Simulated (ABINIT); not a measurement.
# Quasiparticle gap of CdS (Greenockite) in ABINIT, part 3 of 3

Aim: the G0W0 gap of CdS (Greenockite) on PBE, step by step.

ABINIT 10.8.3; PBE and many-body steps on it, plane waves. Known limits of the many-body steps: not at the basis limit; no spin-orbit coupling; coarse k mesh.

So far. Step 4 (Empty states on the mesh, 3×3×2 mesh, 126 bands): On this mesh the gap is 1.175 eV. Step 5 (Screening, 3×3×2 mesh, 116 bands, screening to 119.7 eV): Local fields lower ε∞ by 6 %. On a Γ-centred mesh this coarse the value itself is usually too large, while a short band sum pulls it down.

The database entry behind the starting cell differs from later determinations by our own check (about 0.35 % long), so it need not match the best structure at ambient conditions.

## Step 6: Self-energy, 3×3×2 mesh, 116 bands, screening to 119.7 eV

The self-energy is evaluated for the states that the input lists, and the levels follow from it, in one-shot runs by the linearised quasiparticle equation.

This step: G0W0 on PBE, plane waves, norm-conserving pseudopotentials.

run.abi reads:

```
acell 3*1.0 Angstrom
rprim 
  4.149999999997 0.000000000001 0.000000000000
  -2.074999999999 3.594005425702 0.000000000000
  0.000000000000 0.000000000000 6.737000000000
ntypat 2
znucl 48 16
natom 4
typat 1 1 2 2
xred 
  0.333333333333 0.666666666667 0.000000000000
  0.666666666667 0.333333333333 0.500000000000
  0.333333333333 0.666666666667 0.375000000000
  0.666666666667 0.333333333333 0.875000000000
pp_dirpath "pseudos"
pseudos "Cd.upf, S.upf"
ecut 47
ngkpt 3 3 2
nshiftk 1
shiftk 0 0 0
kptopt 1
chksymbreak 0
istwfk *1
occopt 1
irdwfk 1
optdriver 4
nband 116
gwcalctyp 0
ecutsigx 47
symsigma 1
nkptgw 1
kptgw 
  0.0000000000 0.0000000000 0.0000000000
bdgw 
  25 28
ecuteps 4.4
irdscr 1
ppmodel 1
indata_prefix "in"
outdata_prefix "out"
tmpdata_prefix "tmp"
```

Command:

```sh
> OMP_NUM_THREADS=1 mpirun -n 4 abinit run.abi > log
```

Numbers of over 12 decimals in the logs are rounded to 6 here.

The log of the run:

```text
.Version 10.8.3 of ABINIT. v10.8.2 released Aug 2026.

 Symmetries : space group P6_3 m c (#186); Bravais hP (primitive hexag.)
[... echo of the input left out ...]
== DATASET  1 ==================================================================
-   mpi_nproc: 4, omp_nthreads: 1 (-1 if OMP is not activated)

--- !DatasetInfo
iteration_state: {dtset: 1, }
dimensions: {natom: 4, nkpt: 6, mband: 116, nsppol: 1, nspinor: 1, nspden: 1, mpw: 10458, }
cutoff_energies: {ecut:  47.0, pawecutdg:  -1.0, }
electrons: {nelect:   5.20000000E+01, charge:   0.00000000E+00, occopt:   1.00000000E+00, tsmear:   1.00000000E-02, }

 SIGMA: Calculation of the GW corrections

 Based on a program developped by R.W. Godby, V. Olevano, G. Onida, and L. Reining.
 Incorporated in ABINIT by V. Olevano, G.-M. Rignanese, and M. Torrent.
.Using double precision arithmetic ; gwpc =  8

[... cell and pseudopotentials left out ...]
--------------------------------------------------------------------------------

 ==== K-mesh for the wavefunctions ====
 Number of points in the irreducible wedge :     6
[... list of points left out ...]
 Together with 12 symmetry operations and time-reversal symmetry
 yields    18 points in the full Brillouin Zone.

 ==== Q-mesh for screening function ====
 Number of points in the irreducible wedge :     6
[... list of points left out ...]
 Together with 12 symmetry operations and time-reversal symmetry
 yields    18 points in the full Brillouin Zone.

 vcoul_init : cutoff-mode = AUXILIARY_FUNCTION
 q-points for optical limit:   1
     1)      0.000010    0.000020    0.000030
 setmesh: FFT mesh size selected  =    45x   45x   80
          total number of points  =       162000

 Number of electrons calculated from density =   52.0000; Expected =   52.0000
 average of density, n =  0.076686
 r_s =    1.4602
 omega_plasma =   26.7124 [eV]

 === KS Band Gaps ===
  >>>> For spin  1
   Minimum direct gap =   1.1750 [eV], located at k-point      :   0.0000  0.0000  0.0000
   Fundamental gap    =   1.1750 [eV], Top of valence bands at :   0.0000  0.0000  0.0000
                                       Bottom of conduction at :   0.0000  0.0000  0.0000
 SIGMA fundamental parameters:
 PLASMON POLE MODEL  1
 number of plane-waves for SigmaX                10383
 number of plane-waves for SigmaC and W            313
 number of plane-waves for wavefunctions         10383
 number of bands                                   116
 number of independent spin polarizations            1
 number of spinorial components                      1
 number of k-points in IBZ                           6
 number of q-points in IBZ                           6
 number of symmetry operations                      12
 number of k-points in BZ                           18
 number of q-points in BZ                           18
 number of frequencies for dSigma/dE                 9
 frequency step for dSigma/dE [eV]                0.25
 number of omega for Sigma on real axis              0
 max omega for Sigma on real axis  [eV]           0.00
 zcut for avoiding poles [eV]                     0.10

 EPSILON^-1 parameters (SCR file):
 dimension of the eps^-1 matrix on file            313
 dimension of the eps^-1 matrix used               313
 number of plane-waves for wavefunctions         10383
 number of bands                                   116
 number of q-points in IBZ                           6
 number of frequencies                               2
 number of real frequencies                          1
 number of imag frequencies                          1

 matrix elements of self-energy operator (all in [eV])

 Perturbative Calculation

--- !SelfEnergy_ee
iteration_state: {dtset: 1, }
kpoint     : [   0.000,    0.000,    0.000, ]
spin       : 1
KS_gap     :    1.175
QP_gap     :    2.004
Delta_QP_KS:    0.829
data: !SigmaeeData |
     Band     E0 <VxcDFT>   SigX SigC(E0)      Z dSigC/dE  Sig(E)    E-E0       E
       25   4.259 -15.271 -18.229   2.528   0.779  -0.284 -15.605  -0.335   3.924
       26   4.259 -15.271 -18.229   2.528   0.779  -0.284 -15.605  -0.335   3.924
       27   5.434 -10.670  -6.577  -3.484   0.813  -0.230 -10.175   0.495   5.929
       28   7.023 -11.014  -6.546  -3.687   0.815  -0.227 -10.377   0.636   7.659

== END DATASET(S) ==============================================================
================================================================================

 -outvars: echo values of variables after computation  --------
           etotal      0.0000000000E+00
            nband         116
             nkpt           6
          spgroup         186
 [... the other variables as echoed above ...]

 Calculation completed.
```

The job ended after 5.5 s (4 MPI ranks of Intel Xeon 6975P-C (Granite Rapids), shared host; peak memory 1.2 GiB).

Numbers from this step:

* G0W0 gap on the points computed: 2.005 eV
* starting gap on the mesh: 1.175 eV
* k of the valence top: 0, 0, 0
* k of the conduction bottom: 0, 0, 0
* Z at the valence top: 0.779
* Z at the conduction bottom: 0.813
* least direct G0W0 gap on the computed points: 2.005 eV

The gap on the mesh goes from 1.18 eV to 2.01 eV, a correction of +0.83 eV.

Limits: finite bands, cutoff and mesh; no spin-orbit coupling; coarse k mesh. v1 is the top filled band, c1 the lowest empty one. The levels before and after the correction (eV, zero at the valence-band top of each column):

|  | conduction bottom | valence top |
| --- | --- | --- |
| Kohn-Sham | 1.18 | 0.00 |
| G0W0 | 2.00 | 0.00 |

|  | level | energy (eV) |
| --- | --- | --- |
| Kohn-Sham | Γ v2-v1 | 0.000 |
| Kohn-Sham | Γ c1 | 1.175 |
| Kohn-Sham | Γ c2 | 2.764 |
| G0W0 | Γ v2-v1 | 0.000 |
| G0W0 | Γ c1 | 2.005 |
| G0W0 | Γ c2 | 3.735 |

## Step 7: Where the time went

Times are wall times on 4 MPI ranks of Intel Xeon 6975P-C (Granite Rapids), shared host, good to a factor of about two.

| step | time | share | memory (GiB) |
| --- | --- | --- | --- |
| ground state | 35 s | 16 % | 0.54 |
| bands along the symmetry lines | 62 s | 28 % | 0.6 |
| empty states on the mesh | 83 s | 38 % | 0.55 |
| screening | 33 s | 15 % | 1.4 |
| self-energy | 5.5 s | 2 % | 1.2 |

## Step 8: Results

```yaml
pbe_gap: 1.18 eV, direct
g0w0_gap_on_the_mesh: 2.01 eV
gw_settings: 3×3×2 mesh, 116 bands, screening to 119.7 eV, Godby-Needs plasmon pole
known_limits: not at the basis limit; no spin-orbit coupling; coarse k mesh
```

**Reading.** G0W0 moves the gap on the mesh from 1.18 eV to 2.01 eV (+0.83 eV), with Z of 0.78 and 0.81 at the edges. Local fields lower the RPA ε∞ on this mesh from 14.70 to 13.89; a Γ-centred mesh this coarse tends to raise both, most where the direct gap is narrow, while a short band sum lowers them. Only 1 of the mesh's irreducible points was corrected, so a valley elsewhere could overtake. Bands and cutoff are finite, so the gap is not at the basis limit. The miss can reach some tenths of an eV and take either sign; the mesh is an error of its own. In the G0W0 run levels were corrected at 1 k point alone, so a gap called «on the mesh» is the least over those, and an edge elsewhere would be missed. The 3×3×2 mesh is coarse for this cell, which bears on the long-range parts of exchange and screening. The many-body steps are scalar-relativistic: spin-orbit coupling is not in them.

[Paths, hosts, dates, memory and timing lines, banners, echoed tables and standing remarks are left out of the program output.]

[Logs are printed without paths, hosts, clocks, repeated set-up lines and the standing remarks that a program may print on its own settings, such as how far it seeks lower states.]

[Runs of the session that timed out or met a known fault of the program may be left out.]

[Hosts, paths, dates, database ids (printed as entryN), source tags and the programs' standing remarks are cut or masked in the printed files.]

[G0W0 gaps are taken among the corrected bands and points alone; a level outside them can change the order at an edge.]

[Where Ansatz stands beside ABINIT at settings called matched, ABINIT's density can come from a denser mesh and the files from another edition; pairs whose starting gaps differed by over 0.03 eV were left out, so agreement reads better than it is.]
